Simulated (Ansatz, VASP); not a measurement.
## Two plane-wave programs on Rh

The input POSCAR:

```
Rh
1.0
    2.6553652365      0.0000000000      0.0000000000
   -1.3276826182      2.2996137512      0.0000000000
    0.0000000000      0.0000000000      8.6791627142
Rh
4
Direct
    0.6666666667      0.3333333333      0.7500000000
    0.0000000000      0.0000000000      0.5000000000
    0.3333333333      0.6666666667      0.2500000000
    0.0000000000      0.0000000000      0.0000000000
```

File INCAR.step1:

```
PREC = Accurate
ENCUT = 520
ISMEAR = -1
SIGMA = 0.05
LREAL = False
LASPH = True
NELM = 100
NBANDS = 38
GGA = PE
ALGO = Normal
EDIFF = 1E-4
LWAVE = True
LCHARG = False
```

INCAR.step2

```
PREC = Accurate
ENCUT = 520
EDIFF = 1E-7
ISMEAR = -1
SIGMA = 0.05
LREAL = False
LASPH = True
NELM = 100
ALGO = Normal
ISIF = 2
LWAVE = False
LCHARG = True
METAGGA = R2SCAN
LMIXTAU = True
LELF = True
LVHAR = True
NBANDS = 38
ISTART = 1
```

Contents of KPOINTS:

```
regular mesh
0
Gamma
  11 11 3
```

input.yaml

```yaml
crystal:
  lattice:
    - [2.6553652365, 0.0, 0.0]
    - [-1.3276826182, 2.2996137512, 0.0]
    - [0.0, 0.0, 8.6791627142]
  atoms:
    - { symbol: Rh, position: [0.6666666667, 0.3333333333, 0.75] }
    - { symbol: Rh, position: [0.0, 0.0, 0.5] }
    - { symbol: Rh, position: [0.3333333333, 0.6666666667, 0.25] }
    - { symbol: Rh, position: [0.0, 0.0, 0.0] }
hamiltonian:
  xc: r2scan
  pseudopotentials: { kind: paw }
kpoints:
  mp_grid: { grid: [11, 11, 3] }
scf:
  occupations: { method: fermi_dirac, width: 0.05 }
output:
  forces: true
  stress: true
  eigenvalues: true
  write_density: true
  write_potential: true
  elf: true
  volumetric_format: npy
```

This isn't the form of Rh at room conditions, which is fcc.

Alike in both runs: task single point; functional r2SCAN; k mesh 11 × 11 × 3; occupations fermi-dirac, width 0.05 eV; no spin polarisation.

```csv
,VASP,Ansatz
version,VASP 6.6.1,Ansatz 0.2.0
potentials or method,"VASP PAW PBE potentials, release 64 (Rh_pv)",Ansatz PAW
plane-wave cutoff (eV),520,500
valence electrons in the cell,60,68
```

```tsv
	VASP	Ansatz	Ansatz less VASP
gap on the k mesh at the Fermi level (eV)	none	none	-
pressure (GPa)	12.7	11.3	-1.45
largest component of the traceless stress (GPa)	1.10	1.09	-0.014
```

A gap of «none» marks a metal or a gap that the smearing closes. The functional is the same, so the differences come from potentials, cutoffs and numerics. The two sets of potentials don't hold the same shells in valence.

Caveats: the PAW data sets were made with another functional, which shifts forces and pressure a little (VASP); the PAW data sets come from PBE, with cores solved anew for the run's functional, which leaves a small shift of forces and pressure (Ansatz).
